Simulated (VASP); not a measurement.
Computed with PBE GGA, VASP's PBE PAW potentials (set 64) (plane waves; VASP 6.6.1).

VASP ran on this input.

KPOINTS:
```
kpoints
0
Gamma
5 5 5
0 0 0
```

### POSCAR
```
CsCl
1.0
  4.2024000000   0.0000000000   0.0000000000
  0.0000000000   4.2024000000   0.0000000000
  0.0000000000   0.0000000000   4.2024000000
Cs Cl
1 1
Cart
  0.0000000000   0.0000000000   0.0000000000
  2.1012000000   2.1012000000   2.1012000000
```

**INCAR**
```
! general
SYSTEM =CsCl
PREC   =Accurate
ENCUT  =400
LREAL  =.FALSE.
LASPH  =.TRUE.

! electronic loop
EDIFF  =1E-6
NELM   =100
ALGO   =Normal
LMAXMIX=4

! smearing
ISMEAR =0
SIGMA  =0.05

! functional
GGA    =PE

! ions
ISIF   =2

! output
LWAVE  =.FALSE.
LCHARG =.FALSE.
```

POTCAR, in this order: Cs_sv Cl (PBE.64 set). Program: vasp_std.

Output

OSZICAR:
```
       N       E                     dE             d eps       ncg     rms          rms(c)
DAV:   1     0.897998055880E+02    0.89800E+02   -0.60438E+03   240   0.951E+02
DAV:   2    -0.221369621203E+00   -0.90021E+02   -0.85655E+02   376   0.170E+02
DAV:   3    -0.690509499862E+01   -0.66837E+01   -0.66661E+01   308   0.530E+01
DAV:   4    -0.697599676659E+01   -0.70902E-01   -0.70861E-01   272   0.690E+00
DAV:   5    -0.697699895543E+01   -0.10022E-02   -0.10021E-02   316   0.798E-01    0.230E+00
DAV:   6    -0.658817544815E+01    0.38882E+00   -0.66124E-01   272   0.454E+00    0.176E+00
DAV:   7    -0.654014248250E+01    0.48033E-01   -0.20028E-01   320   0.247E+00    0.105E+00
DAV:   8    -0.654050380229E+01   -0.36132E-03   -0.15717E-02   288   0.959E-01    0.146E-01
DAV:   9    -0.654097635780E+01   -0.47256E-03   -0.42761E-03   296   0.408E-01    0.124E-01
DAV:  10    -0.654109030391E+01   -0.11395E-03   -0.38743E-04   284   0.155E-01    0.160E-02
DAV:  11    -0.654110548382E+01   -0.15180E-04   -0.35923E-05   300   0.418E-02    0.621E-03
DAV:  12    -0.654110536929E+01    0.11453E-06   -0.10154E-05   284   0.200E-02    0.298E-03
DAV:  13    -0.654110519943E+01    0.16986E-06   -0.39145E-07   196   0.461E-03
   1 F= -.65411052E+01 E0= -.65411052E+01  d E =-.165424E-12
```

OUTCAR:
```
------------------------ aborting loop because EDIFF is reached ----------------------------------------
  FORCE on cell =-STRESS in cart. coord.  units (eV):
  Direction    XX          YY          ZZ          XY          YZ          ZX
  --------------------------------------------------------------------------------------
  Total        0.0216175      0.0216175      0.0216175      0.0000000      0.0000000      0.0000000
  in kB        0.4666853      0.4666853      0.4666853      0.0000000      0.0000000      0.0000000
  external PRESSURE =       0.4666853 kB  Pullay stress =       0.0000000 kB
  volume of cell :       74.22
      direct lattice vectors                 reciprocal lattice vectors
     4.202400000  0.000000000  0.000000000     0.237959261  0.000000000  0.000000000
     0.000000000  4.202400000  0.000000000     0.000000000  0.237959261  0.000000000
     0.000000000  0.000000000  4.202400000     0.000000000  0.000000000  0.237959261
 POSITION                                       TOTAL-FORCE (eV/Angst)
 -----------------------------------------------------------------------------------
      0.00000      0.00000      0.00000         0.000000      0.000000      0.000000
      2.10120      2.10120      2.10120         0.000000      0.000000      0.000000
 -----------------------------------------------------------------------------------
    total drift:                                0.000000      0.000000      0.000000
  FREE ENERGIE OF THE ION-ELECTRON SYSTEM (eV)
  ---------------------------------------------------
  free  energy   TOTEN  =        -6.5411051994 eV

  energy  without entropy=       -6.5411051994  energy(sigma->0) =       -6.54110520
```
(Selected blocks of OUTCAR.)

OUTCAR:
```
 val. band max:       -0.6031982569   @ k =   0.0000   0.0000   0.0000

 cond. band min:       4.4035516609   @ k =   0.0000   0.0000   0.0000


 Fermi energy:        -0.3679723072

 k-point     1 :       0.0000    0.0000    0.0000
  band No.  band energies     occupation
      1     -20.0687      2.00000
      2     -12.7089      2.00000
      3      -6.5938      2.00000
      4      -6.5938      2.00000
      5      -6.5938      2.00000
      6      -0.6032      2.00000
      7      -0.6032      2.00000
      8      -0.6032      2.00000
      9       4.4036      0.00000
     10       4.8324      0.00000
     11       4.8324      0.00000
     12       9.2134      0.00000

 k-point     2 :       0.2000    0.0000    0.0000
  band No.  band energies     occupation
      1     -20.0468      2.00000
      2     -12.7169      2.00000
      3      -6.7726      2.00000
      4      -6.5554      2.00000
      5      -6.5554      2.00000
      6      -1.0239      2.00000
      7      -0.6661      2.00000
      8      -0.6661      2.00000
      9       5.0790      0.00000
     10       5.2042      0.00000
     11       5.6805      0.00000
     12       8.9362      0.00000

 k-point     3 :       0.4000    0.0000    0.0000
  band No.  band energies     occupation
      1     -20.0107      2.00000
      2     -12.7326      2.00000
      3      -7.0304      2.00000
      4      -6.4912      2.00000
      5      -6.4912      2.00000
      6      -1.5747      2.00000
      7      -0.7728      2.00000
      8      -0.7728      2.00000
      9       5.6386      0.00000
     10       6.4798      0.00000
     11       7.5167      0.00000
     12       8.6805      0.00000

 k-point     4 :       0.2000    0.2000    0.0000
  band No.  band energies     occupation
      1     -20.0258      2.00000
      2     -12.7101      2.00000
      3      -6.8364      2.00000
      4      -6.7038      2.00000
      5      -6.5214      2.00000
      6      -1.1342      2.00000
...
```

Unless said otherwise, spin-orbit coupling is left out, though it shifts the bands of the heavy elements here.

The compound is CsCl in the CsCl type structure. The cell was not relaxed at this level.
